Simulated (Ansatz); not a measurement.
ZnO (4H polytype) was put through Ansatz (plane waves). The geometry is the r2SCAN+rVV10 minimum.

The cell:
```cif
data_structure
_symmetry_space_group_name_H-M 'P 1'
_symmetry_Int_Tables_number 1
_cell_length_a 3.2165
_cell_length_b 3.2165
_cell_length_c 10.4423
_cell_angle_alpha 90.000
_cell_angle_beta 90.000
_cell_angle_gamma 120.000
_cell_volume 93.56
loop_
_atom_site_label
_atom_site_type_symbol
_atom_site_fract_x
_atom_site_fract_y
_atom_site_fract_z
_atom_site_occupancy
Zn1 Zn 0.00000 0.00000 0.99943 1
Zn2 Zn 0.33333 0.66667 0.24959 1
Zn3 Zn 0.00000 0.00000 0.49943 1
Zn4 Zn 0.66667 0.33333 0.74959 1
O1 O 0.00000 0.00000 0.18812 1
O2 O 0.33333 0.66667 0.43787 1
O3 O 0.00000 0.00000 0.68812 1
O4 O 0.66667 0.33333 0.93787 1
```

The output, standing remarks left out:
```
scf.n_extra_bands = 6 over 36 filled bands (N_el = 72.0): the run solves 42 bands
Pseudopotential: Zn, paw, valence charge 12, recommended cutoff 500 eV
Pseudopotential: O, paw, valence charge 6, recommended cutoff 500 eV
Crystal: 8 atoms, lattice volume = 93.559 Å³
Basis set: ecut = 500 eV, 2361 PW (Γ)
Bands: 42, of which v1, the nominal top of the filled ones, is band 36 counted from 1 (35 counted from 0)
Symmetry: 12 space group operations
Space group: P63mc (ITA 186)
k-points: 57 of 576 (time reversal used)
rVV10 density: all electrons in the spheres
preconditioner: auto → Resta (q_TF=auto, 2.612 Å⁻¹)  ε∞=7.3  [insulator: Δε(μ)=1.250 eV  σ=0.030 eV  ℏωp=32.6 eV]
Free energy (F): -15574.095451 eV
Fermi energy:    7.696699 eV
--- Forces (eV/Å), atoms counted from 1 ---
  atom   1  Zn      0.00000      0.00000    -0.00137
  atom   2  Zn      0.00000      0.00000    -0.00164
  atom   3  Zn      0.00000      0.00000    -0.00137
  atom   4  Zn      0.00000      0.00000    -0.00164
  atom   5  O       0.00000      0.00000      0.00160
  atom   6  O       0.00000      0.00000      0.00147
  atom   7  O       0.00000      0.00000      0.00160
  atom   8  O       0.00000      0.00000      0.00147
--- Stress (GPa, compression-positive) ---
        0.002789       0.000000       0.000000
        0.000000       0.002789       0.000000
        0.000000       0.000000       0.016133
  P = ⅓ Tr σ = 0.0072 GPa (0.072 kbar)
--- Band table (eV; the first three rows and the last of 57) ---
  k-point 0: bands = […, 6.6799, 6.7052, 6.7052, 7.0564, 7.1026, 7.1026, 8.2371, 10.8560, 11.0173, 13.1115, …]
  k-point 1: bands = […, 6.5312, 6.7204, 6.8514, 6.8514, 7.0718, 7.0718, 8.6140, 10.1187, 11.7199, 12.9119, …]
  k-point 2: bands = […, 6.3926, 6.3926, 6.9838, 6.9838, 6.9838, 6.9838, 9.3238, 9.3238, 12.4038, 12.4038, …]
  k-point 56: bands = […, 4.7443, 4.7443, 5.4307, 5.4307, 5.6158, 5.6158, 14.9346, 14.9346, 15.5081, 15.5081, …]
```

bands.tsv, columns around the gap (it counts bands from 0):
```tsv
# k_distance	band_31	band_32	band_33	band_34	band_35	band_36	band_37	band_38	band_39
# fermi_ev = 7.696699
# [0, 0, 0] at k_distance = 0.000000
# [0.5, 0, 0] at k_distance = 1.127817
# [0.3333333333, 0.3333333333, 0] at k_distance = 1.778962
# [0, 0, 0.5] at k_distance = 3.115553
# [0.5, 0, 0.5] at k_distance = 4.243370
# [0.3333333333, 0.3333333333, 0.5] at k_distance = 4.894515
# levels_relative_to = fermi_ev
0.000	-0.991	-0.991	-0.640	-0.594	-0.594	0.540	3.159	3.321	5.415
1.128	-2.165	-2.140	-2.054	-1.597	-1.455	5.252	5.431	6.154	6.486
1.779	-2.779	-2.602	-2.182	-2.182	-1.945	7.250	7.250	7.839	7.839
3.116	-1.304	-0.713	-0.713	-0.713	-0.713	1.627	1.627	4.707	4.707
4.243	-2.696	-1.859	-1.859	-1.654	-1.654	5.648	5.648	5.965	5.965
4.895	-2.952	-2.266	-2.266	-2.081	-2.081	7.238	7.238	7.811	7.811
```
In order the rows are Γ, M, K, A, L, H.

Task: Reconstruct the input.

Result:
```yaml
crystal:
  # lattice and atoms as above
kpoints:
  mp_grid: { grid: [12, 12, 4] }
  band_path:
    path:
      - [0.0, 0.0, 0.0]
      - [0.5, 0.0, 0.0]
      - [0.3333333333, 0.3333333333, 0.0]
      - [0.0, 0.0, 0.5]
      - [0.5, 0.0, 0.5]
      - [0.3333333333, 0.3333333333, 0.5]
    npoints: 1
hamiltonian:
  xc: r2scan
  dispersion: rvv10
scf:
  occupations: { method: fermi_dirac, width: 0.03 }
  n_extra_bands: 6
output:
  forces: true
  stress: true
  eigenvalues: true
```
The cutoff of 500 eV is the one that these potentials recommend for a meta-GGA. A single point prints forces and stress when the output block asks for them. Close relatives of this functional can't be ruled out from these lines alone. Keys that aren't typed take their defaults; thresholds and the kind of smearing can't be read off these lines.

Run as `ansatz run input.yaml --threads 4 --pin off --max-ram 4608MiB --backend cpu --events-out ev --progress --plain --runs-dir out`. It took 9.2 s on 4 threads of Intel(R) Xeon(R) 6975P-C (Granite Rapids) (shared host); peak host memory 0.79 GiB.

Simulation only: spin-unpolarised, and no claim that this is the phase found in nature.
